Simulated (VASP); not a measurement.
# ZnSe (Stilleite): zone-centre modes, functional by functional, part 2 of 3

How much do the zone-centre frequencies of ZnSe (Stilleite) depend on the functional? The starting structure is a measured crystal structure from the Crystallography Open Database.

VASP 6.6.1.

Results so far: LDA T2 218.3 cm⁻¹.

**3. Modes with LDA at the measured cell**

Level of this step: LDA; plane waves and PAW (Se, Zn) (VASP).

A relaxation of the atoms in the fixed cell, not shown, had nothing to move.

Contents of INCAR:

```
SYSTEM = ZnSe
PREC = Accurate
ENCUT = 450
EDIFF = 1E-08
NELM = 100
ISMEAR = 0
SIGMA = 0.03
LREAL = .FALSE.
ALGO = Normal
GGA = CA
NBANDS = 15
LORBIT = 11
LWAVE = .FALSE.
LCHARG = .FALSE.
KPAR = 8
IBRION = 8
LEPSILON = .TRUE.
LPEAD = .TRUE.
ISIF = 2
```

Contents of POSCAR:

```
ZnSe
1.0
    0.0000000000      2.8338000000      2.8338000000
    2.8338000000      0.0000000000      2.8338000000
    2.8338000000      2.8338000000      0.0000000000
Se Zn
1 1
Direct
    0.7500000000      0.7500000000      0.7500000000
    0.0000000000      0.0000000000      0.0000000000
```

Contents of KPOINTS:

```
Automatic mesh
0
Gamma
10 10 10
0 0 0
```

PAW data sets: Se and Zn (LDA family, release 64).

The run is started by

```sh
$ mpirun -np 8 vasp_std
```

Output:

```text
[banner, memory and clock lines left out]
running    8 mpi-ranks, on    1 nodes
[...]
[... a notice as in an earlier step ...]

 LDA part: xc-table for (Slater(with rela. corr.)+CA(PZ))
 , standard interpolation
 POSCAR, INCAR and KPOINTS ok, starting setup
[...]
entering main loop
       N       E                     dE             d eps       ncg     rms          rms(c)
DAV:   1     0.823488188126E+02    0.82349E+02   -0.81863E+03  1410   0.124E+03
DAV:   2    -0.241444920652E+01   -0.84763E+02   -0.80096E+02  1550   0.245E+02
DAV:   3    -0.761428141071E+01   -0.51998E+01   -0.51803E+01  1718   0.616E+01
DAV:   4    -0.765711988113E+01   -0.42838E-01   -0.42830E-01  1662   0.612E+00
[...]
DAV:  12    -0.735079750132E+01   -0.90551E-07   -0.18480E-06  1690   0.953E-03    0.138E-03
DAV:  13    -0.735079751183E+01   -0.10512E-07   -0.59852E-08  1683   0.299E-03    0.486E-04
DAV:  14    -0.735079751206E+01   -0.22283E-09   -0.37678E-09  1076   0.579E-04
   1 F= -.73507975E+01 E0= -.73507975E+01  d E =-.776298E-16
[...]
RMM:  13    -0.825683361915E-01   -0.18371E-07   -0.14727E-09  4000   0.145E-05    0.794E-08
 first order change of Fermi-energy   0.30611E-03
 force on displaced ion       1 direction 1 :  -5.279  -0.000  -0.000
 Born effective charge ion    1 direction 1 :  -2.051   0.000   0.000
 Linear response progress:
  Degree of freedom:   2/  2
       N       E                     dE             d eps       ncg     rms          rms(c)
RMM:   1    -0.212949934340E+00   -0.21295E+00   -0.14578E-02  7178   0.201E+00
RMM:   2    -0.211307458412E+00    0.16425E-02   -0.23461E-03  8177   0.356E-01    0.828E-02
RMM:   3    -0.211040129492E+00    0.26733E-03   -0.39659E-05  9147   0.439E-02    0.498E-02
RMM:   4    -0.210704945156E+00    0.33518E-03   -0.16889E-05  9423   0.270E-02    0.254E-03
[...]
RMM:   9    -0.210718093466E+00   -0.10180E-07    0.11555E-08 10149   0.632E-05    0.384E-06
RMM:  10    -0.210718079680E+00    0.13785E-07    0.13510E-08  9356   0.412E-05    0.208E-06
RMM:  11    -0.210718083982E+00   -0.43018E-08    0.19888E-09  8645   0.353E-05    0.473E-07
 first order change of Fermi-energy  -0.45631E-04
 force on displaced ion       2 direction 1 :  -5.353   0.000   0.000
 Born effective charge ion    2 direction 1 :   2.049   0.000   0.000
 Born effective charges drift removed
 Linear response finished
```

It took 2.1 min on 8 MPI ranks of AMD EPYC 7R43, shared host; peak memory 3.2 GiB.

Parts of OUTCAR (step 3):

```text
  Total       -0.9027244     -0.9027244     -0.9027244      0.0000000     -0.0000000      0.0000000
  in kB      -31.7781184    -31.7781184    -31.7781184      0.0000000     -0.0000000      0.0000000
  external PRESSURE =     -31.7781184 kB  Pullay stress =       0.0000000 kB

 POSITION                                       TOTAL-FORCE (eV/Angst)
 -----------------------------------------------------------------------------------
      4.25070      4.25070      4.25070        -0.000000     -0.000000     -0.000000
      0.00000      0.00000      0.00000         0.000000      0.000000      0.000000
 -----------------------------------------------------------------------------------
    total drift:                                0.000000      0.000000     -0.000000

 MACROSCOPIC STATIC DIELECTRIC TENSOR (including local field effects in DFT)
 ------------------------------------------------------
           7.544968    -0.000000    -0.000000
           0.000000     7.544968     0.000000
          -0.000000     0.000000     7.544968
 ------------------------------------------------------

 MACROSCOPIC STATIC DIELECTRIC TENSOR IONIC CONTRIBUTION
 ------------------------------------------------------
           3.145983    -0.000000     0.000000
          -0.000000     3.145983     0.000000
           0.000000     0.000000     3.145983
 ------------------------------------------------------

[... 1 part as in an earlier step ...]

[... 1 further part left out ...]
```

With LDA at the measured cell the mode is T2 201.1 cm⁻¹, -17.2 cm⁻¹ from LDA.

**4. Modes with PBEsol**

PBEsol restores the gradient expansion of exchange and is tuned for the cells of solids. The cell comes from a relaxation at this level, not shown (44.83 Å³).

INCAR: that of step 3 with these lines changed.

```diff
@@ -9,3 +9,3 @@
 ALGO = Normal
-GGA = CA
+GGA = PS
 NBANDS = 15
```

Contents of POSCAR:

```
ZnSe
1.0
    0.0000000000      2.8195688662      2.8195688662
    2.8195688662      0.0000000000      2.8195688662
    2.8195688662      2.8195688662      0.0000000000
Se Zn
1 1
Direct
    0.7500000000      0.7500000000      0.7500000000
    0.0000000000      0.0000000000      0.0000000000
```

KPOINTS is that of step 3.

The projector-augmented-wave data sets are Se and Zn (PBE family, release 64).

The run is started by

```sh
$ mpirun -np 8 vasp_std
```

Output:

```text
[banner, memory and clock lines left out]
running    8 mpi-ranks, on    1 nodes
[...]
[... a notice as in an earlier step ...]

|                                                                             |
|               ----> ADVICE to this user running VASP <----                  |
|                                                                             |
|     You enforced a specific xc type in the INCAR file but a different       |
|     [... a line on the potential file left out ...]
|     I HOPE YOU KNOW WHAT YOU ARE DOING!                                     |
|                                                                             |

 LDA part: xc-table for (Slater+PW92), standard interpolation
 POSCAR, INCAR and KPOINTS ok, starting setup
[...]
entering main loop
       N       E                     dE             d eps       ncg     rms          rms(c)
DAV:   1     0.808116282021E+02    0.80812E+02   -0.81309E+03  1410   0.124E+03
DAV:   2    -0.214008397669E+01   -0.82952E+02   -0.78702E+02  1578   0.241E+02
[...]
RMM:  12    -0.821515096960E-01   -0.42165E-08   -0.12374E-10  6873   0.211E-05    0.192E-07
 first order change of Fermi-energy   0.32371E-03
 force on displaced ion       1 direction 1 :  -5.798   0.000   0.000
 Born effective charge ion    1 direction 1 :  -2.022   0.000   0.000
 Linear response progress:
  Degree of freedom:   2/  2
       N       E                     dE             d eps       ncg     rms          rms(c)
RMM:   1    -0.211935556013E+00   -0.21194E+00   -0.11848E-02  7201   0.197E+00
RMM:   2    -0.210253283981E+00    0.16823E-02   -0.23543E-03  8187   0.360E-01    0.844E-02
RMM:   3    -0.209968367996E+00    0.28492E-03   -0.33524E-05  9205   0.440E-02    0.508E-02
RMM:   4    -0.209592434739E+00    0.37593E-03   -0.19700E-05  9573   0.290E-02    0.241E-03
[...]
RMM:   8    -0.209603609210E+00    0.21934E-06    0.29420E-08 10051   0.111E-04    0.179E-05
RMM:   9    -0.209603669299E+00   -0.60089E-07    0.61617E-09  9937   0.557E-05    0.339E-06
RMM:  10    -0.209603674018E+00   -0.47194E-08    0.11383E-08  9975   0.268E-05    0.271E-06
 first order change of Fermi-energy  -0.46838E-04
 force on displaced ion       2 direction 1 :  -5.821  -0.000  -0.000
 Born effective charge ion    2 direction 1 :   2.020   0.000   0.000
 Born effective charges drift removed
 Linear response finished
```

Wall time 2.1 min (8 MPI ranks); peak memory 3.2 GiB.

OUTCAR, selected parts (step 4):

```text
  Total       -0.0027657     -0.0027657     -0.0027657      0.0000000      0.0000000      0.0000000
  in kB       -0.0988407     -0.0988407     -0.0988407      0.0000000      0.0000000      0.0000000
  external PRESSURE =      -0.0988407 kB  Pullay stress =       0.0000000 kB

 POSITION                                       TOTAL-FORCE (eV/Angst)
 -----------------------------------------------------------------------------------
      4.22935      4.22935      4.22935         0.000000      0.000000      0.000000
      0.00000      0.00000      0.00000        -0.000000     -0.000000     -0.000000
 -----------------------------------------------------------------------------------
    total drift:                               -0.000001     -0.000001     -0.000001

 MACROSCOPIC STATIC DIELECTRIC TENSOR (including local field effects in DFT)
 ------------------------------------------------------
           7.349492     0.000000    -0.000000
           0.000000     7.349492     0.000000
           0.000000    -0.000000     7.349492
 ------------------------------------------------------

 MACROSCOPIC STATIC DIELECTRIC TENSOR IONIC CONTRIBUTION
 ------------------------------------------------------
           2.839080     0.000000     0.000000
           0.000000     2.839080    -0.000000
           0.000000    -0.000000     2.839080
 ------------------------------------------------------

[... 1 part as in an earlier step ...]

[... 1 further part left out ...]
```

With PBEsol the mode is T2 210.2 cm⁻¹, -8.1 cm⁻¹ from LDA.

**5. Modes with PBE**

PBE, the usual starting point, adds the gradient of the density. The cell comes from a relaxation at this level, not shown (47.23 Å³).

INCAR: that of step 4 with these lines changed.

```diff
@@ -9,3 +9,3 @@
 ALGO = Normal
-GGA = PS
+GGA = PE
 NBANDS = 15
```

Contents of POSCAR:

```
ZnSe
1.0
    0.0000000000      2.8689388094      2.8689388094
    2.8689388094      0.0000000000      2.8689388094
    2.8689388094      2.8689388094      0.0000000000
Se Zn
1 1
Direct
    0.7500000000      0.7500000000      0.7500000000
    0.0000000000      0.0000000000      0.0000000000
```

KPOINTS is that of step 4.

The run is started by

```sh
$ mpirun -np 8 vasp_std
```

Output:

```text
[banner, memory and clock lines left out]
running    8 mpi-ranks, on    1 nodes
[...]
[... a notice as in an earlier step ...]

 LDA part: xc-table for (Slater+PW92), standard interpolation
 POSCAR, INCAR and KPOINTS ok, starting setup
[...]
entering main loop
       N       E                     dE             d eps       ncg     rms          rms(c)
DAV:   1     0.843349073866E+02    0.84335E+02   -0.81960E+03  1410   0.120E+03
DAV:   2    -0.938622348772E+00   -0.85274E+02   -0.80602E+02  1557   0.245E+02
DAV:   3    -0.627570563723E+01   -0.53371E+01   -0.53139E+01  1704   0.619E+01
DAV:   4    -0.632210554948E+01   -0.46400E-01   -0.46388E-01  1634   0.613E+00
[...]
DAV:  13    -0.603099654924E+01   -0.70556E-07   -0.58367E-07  1578   0.617E-03    0.675E-04
DAV:  14    -0.603099659711E+01   -0.47871E-07   -0.47640E-08  1774   0.221E-03    0.475E-04
DAV:  15    -0.603099659954E+01   -0.24286E-08   -0.42840E-09  1167   0.107E-03
   1 F= -.60309966E+01 E0= -.60309966E+01  d E =-.518268E-24
[...]
RMM:  12    -0.826539274068E-01   -0.57338E-08   -0.58880E-10  6933   0.563E-06    0.240E-07
 first order change of Fermi-energy   0.32434E-03
 force on displaced ion       1 direction 1 :  -5.061   0.000   0.000
 Born effective charge ion    1 direction 1 :  -2.104   0.000   0.000
 Linear response progress:
  Degree of freedom:   2/  2
       N       E                     dE             d eps       ncg     rms          rms(c)
RMM:   1    -0.211715636923E+00   -0.21172E+00   -0.17853E-02  7182   0.194E+00
RMM:   2    -0.210219689831E+00    0.14959E-02   -0.21663E-03  8172   0.331E-01    0.792E-02
RMM:   3    -0.209894602033E+00    0.32509E-03   -0.37099E-05  9185   0.421E-02    0.479E-02
RMM:   4    -0.209431888374E+00    0.46271E-03   -0.21023E-05  9395   0.304E-02    0.262E-03
[...]
RMM:   8    -0.209432027232E+00   -0.94552E-07    0.56555E-09 10184   0.109E-04    0.251E-05
RMM:   9    -0.209432170114E+00   -0.14288E-06   -0.24001E-09  9757   0.625E-05    0.539E-06
RMM:  10    -0.209432172941E+00   -0.28269E-08    0.37289E-09 10441   0.146E-05    0.334E-06
 first order change of Fermi-energy  -0.39223E-04
 force on displaced ion       2 direction 1 :  -5.098   0.000   0.000
 Born effective charge ion    2 direction 1 :   2.102   0.000   0.000
 Born effective charges drift removed
 Linear response finished
```

Wall time 2.3 min (8 MPI ranks); peak memory 3.4 GiB.

From OUTCAR (step 5):

```text
  Total       -0.0029313     -0.0029313     -0.0029313      0.0000000      0.0000000      0.0000000
  in kB       -0.0994441     -0.0994441     -0.0994441      0.0000000      0.0000000      0.0000000
  external PRESSURE =      -0.0994441 kB  Pullay stress =       0.0000000 kB

 POSITION                                       TOTAL-FORCE (eV/Angst)
 -----------------------------------------------------------------------------------
      4.30341      4.30341      4.30341        -0.000000     -0.000000     -0.000000
      0.00000      0.00000      0.00000         0.000000      0.000000      0.000000
 -----------------------------------------------------------------------------------
    total drift:                                0.000002      0.000002      0.000001

 MACROSCOPIC STATIC DIELECTRIC TENSOR (including local field effects in DFT)
 ------------------------------------------------------
           7.285882    -0.000000    -0.000000
           0.000000     7.285882    -0.000000
           0.000000     0.000000     7.285882
 ------------------------------------------------------

 MACROSCOPIC STATIC DIELECTRIC TENSOR IONIC CONTRIBUTION
 ------------------------------------------------------
           3.338627     0.000000     0.000000
           0.000000     3.338627     0.000000
           0.000000     0.000000     3.338627
 ------------------------------------------------------

[... 1 part as in an earlier step ...]

[... 1 further part left out ...]
```

With PBE the mode is T2 196.5 cm⁻¹, -21.8 cm⁻¹ from LDA.

**6. Modes with PBEsol + D3(BJ)**

D3 with Becke-Johnson damping keeps a finite attraction at short range. The cell comes from a relaxation at this level, not shown (43.46 Å³).

Contents of INCAR:

```
SYSTEM = ZnSe
PREC = Accurate
ENCUT = 450
EDIFF = 1E-08
NELM = 100
ISMEAR = 0
SIGMA = 0.03
LREAL = .FALSE.
ALGO = Normal
GGA = PS
IVDW = 12
NBANDS = 15
LORBIT = 11
LWAVE = .FALSE.
LCHARG = .FALSE.
KPAR = 8
IBRION = 6
NFREE = 2
POTIM = 0.015
NSW = 1
ISIF = 2
```

Contents of POSCAR:

```
ZnSe
1.0
    0.0000000000      2.7905176421      2.7905176421
    2.7905176421      0.0000000000      2.7905176421
    2.7905176421      2.7905176421      0.0000000000
Se Zn
1 1
Direct
    0.7500000000      0.7500000000      0.7500000000
    0.0000000000      0.0000000000      0.0000000000
```

KPOINTS is that of step 5.

The run is started by

```sh
$ mpirun -np 8 vasp_std
```

Output:

```text
[banner, memory and clock lines left out]
running    8 mpi-ranks, on    1 nodes
[...]
[... a notice as in an earlier step ...]

 [... a notice as in an earlier step ...]

 LDA part: xc-table for (Slater+PW92), standard interpolation
 POSCAR, INCAR and KPOINTS ok, starting setup
[...]
entering main loop
       N       E                     dE             d eps       ncg     rms          rms(c)
DAV:   1     0.810375663481E+02    0.81038E+02   -0.82415E+03  1410   0.126E+03
DAV:   2    -0.208574995816E+01   -0.83123E+02   -0.78794E+02  1585   0.242E+02
DAV:   3    -0.703151246941E+01   -0.49458E+01   -0.49251E+01  1690   0.604E+01
DAV:   4    -0.707051176303E+01   -0.38999E-01   -0.38995E-01  1697   0.564E+00
[...]
DAV:  13    -0.676178308204E+01   -0.98657E-07   -0.27149E-07  1648   0.394E-03    0.861E-04
DAV:  14    -0.676178306806E+01    0.13984E-07   -0.16654E-08  1606   0.943E-04    0.543E-04
DAV:  15    -0.676178306496E+01    0.30946E-08   -0.41122E-09   922   0.132E-03
   1 F= -.73570008E+01 E0= -.73570008E+01  d E =-.860403E-14
[... from here on, the cycles between the ionic steps are left out ...]
   2 F= -.73562750E+01 E0= -.73562750E+01  d E =-.426582E-12
   3 F= -.73562752E+01 E0= -.73562752E+01  d E =-.424775E-12
   4 F= -.73562806E+01 E0= -.73562806E+01  d E =-.425506E-12
   5 F= -.73562806E+01 E0= -.73562806E+01  d E =-.425637E-12
 Finite differences progress:
  Degree of freedom:   2/  2
  Displacement:        2/  2
  Total:               4/  4
```

Wall time 51 s (8 MPI ranks); peak memory 2.2 GiB.

Parts of OUTCAR (step 6):

```text
 Edisp (eV)   -0.59522

 Edisp (eV)   -0.59522

  Total       0.00436     0.00594     0.00594     0.00000     0.10419     0.00000
  in kB       0.16076     0.21906     0.21906     0.00000     3.84117     0.00000
  external pressure =        0.20 kB  Pullay stress =        0.00 kB

 POSITION                                       TOTAL-FORCE (eV/Angst)
 -----------------------------------------------------------------------------------
      4.18578      4.18578      4.18578        -0.096536      0.000000      0.000000
     -0.01500      0.00000      0.00000         0.096536     -0.000000     -0.000000
 -----------------------------------------------------------------------------------
    total drift:                               -0.000180     -0.000005     -0.000007

  FREE ENERGIE OF THE ION-ELECTRON SYSTEM (eV)
  ---------------------------------------------------
  free  energy   TOTEN  =        -7.3562805949 eV

  energy  without entropy=       -7.3562805949  energy(sigma->0) =       -7.35628059

[... 1 part as in an earlier step ...]

[... 2 further parts left out ...]
[key lines of the parts left out:]
E-fermi :   2.0371
```

The last energy, forces and stress in OUTCAR belong to the last displaced cell, not to that of POSCAR.

With PBEsol + D3(BJ) the mode is T2 221.3 cm⁻¹, +3.0 cm⁻¹ from LDA.

**7. Modes with r2SCAN**

r2SCAN adds the kinetic-energy density, costs more than a GGA and is run with LASPH. The cell comes from a relaxation at this level, not shown (45.43 Å³).

INCAR: that of step 6 with these lines changed.

```diff
@@ -9,4 +9,4 @@
 ALGO = Normal
-GGA = PS
-IVDW = 12
+METAGGA = R2SCAN
+LASPH = .TRUE.
 NBANDS = 15
```

Contents of POSCAR:

```
ZnSe
1.0
    0.0000000000      2.8320949779      2.8320949779
    2.8320949779      0.0000000000      2.8320949779
    2.8320949779      2.8320949779      0.0000000000
Se Zn
1 1
Direct
    0.7500000000      0.7500000000      0.7500000000
    0.0000000000      0.0000000000      0.0000000000
```

KPOINTS is that of step 6.

The run is started by

```sh
$ mpirun -np 8 vasp_std
```

Output:

```text
[banner, memory and clock lines left out]
running    8 mpi-ranks, on    1 nodes
[...]
[... a notice as in an earlier step ...]

 [... a notice as in an earlier step ...]

 LDA part: xc-table for (None), standard interpolation
 POSCAR, INCAR and KPOINTS ok, starting setup
[...]
entering main loop
       N       E                     dE             d eps       ncg     rms          rms(c)
DAV:   1     0.612164185968E+02    0.61216E+02   -0.82770E+03  1418   0.126E+03
DAV:   2    -0.226253737631E+02   -0.83842E+02   -0.79339E+02  1564   0.247E+02
DAV:   3    -0.276506945446E+02   -0.50253E+01   -0.50094E+01  1690   0.617E+01
DAV:   4    -0.276863725229E+02   -0.35678E-01   -0.35676E-01  1690   0.586E+00
[...]
DAV:  17    -0.249071685829E+02   -0.12677E-07   -0.20852E-09   845   0.435E-04    0.357E-05
DAV:  18    -0.249071685381E+02    0.44779E-07   -0.21150E-10   796   0.201E-04    0.170E-05
DAV:  19    -0.249071685297E+02    0.84092E-08   -0.40769E-11   810   0.142E-04
   1 F= -.24907169E+02 E0= -.24907169E+02  d E =-.296366E-13
[... from here on, the cycles between the ionic steps are left out ...]
   2 F= -.24906547E+02 E0= -.24906547E+02  d E =-.124183E-11
   3 F= -.24906543E+02 E0= -.24906543E+02  d E =-.123976E-11
   4 F= -.24906688E+02 E0= -.24906688E+02  d E =-.123271E-11
   5 F= -.24906694E+02 E0= -.24906694E+02  d E =-.123512E-11
 Finite differences progress:
  Degree of freedom:   2/  2
  Displacement:        2/  2
  Total:               4/  4
```

Run time: 5.4 min. Hardware: 8 MPI ranks; peak memory 2.2 GiB.

From OUTCAR (step 7):

```text
  Total        0.0131044      0.0007255      0.0007255      0.0000000      0.0929811      0.0000000
  in kB        0.4621392      0.0255859      0.0255859      0.0000000      3.2790783      0.0000000
  external PRESSURE =       0.1711037 kB  Pullay stress =       0.0000000 kB

 POSITION                                       TOTAL-FORCE (eV/Angst)
 -----------------------------------------------------------------------------------
      4.24814      4.24814      4.24814        -0.076285      0.000000      0.000000
     -0.01500      0.00000      0.00000         0.076285     -0.000000     -0.000000
 -----------------------------------------------------------------------------------
    total drift:                               -0.012758      0.000012      0.000011

  FREE ENERGIE OF THE ION-ELECTRON SYSTEM (eV)
  ---------------------------------------------------
  free  energy   TOTEN  =       -24.9066939679 eV

  energy  without entropy=      -24.9066939679  energy(sigma->0) =      -24.90669397

[... 1 part as in an earlier step ...]

[... 2 further parts left out ...]
[key lines of the parts left out:]
E-fermi :   1.4517
```

With r2SCAN the mode is T2 200.6 cm⁻¹, -17.7 cm⁻¹ from LDA.

(Continued in part 3 of 3.)

[Lines on the potential files, build, host, timing and source positions are cut from VASP's logs without a mark.]

[Logs are printed without paths, hosts, clocks, repeated set-up lines and the standing remarks that a program may print on its own settings, such as how far it seeks lower states.]

[Hosts, paths, dates, database ids (printed as entryN), source tags and the programs' standing remarks are cut or masked in the printed files.]
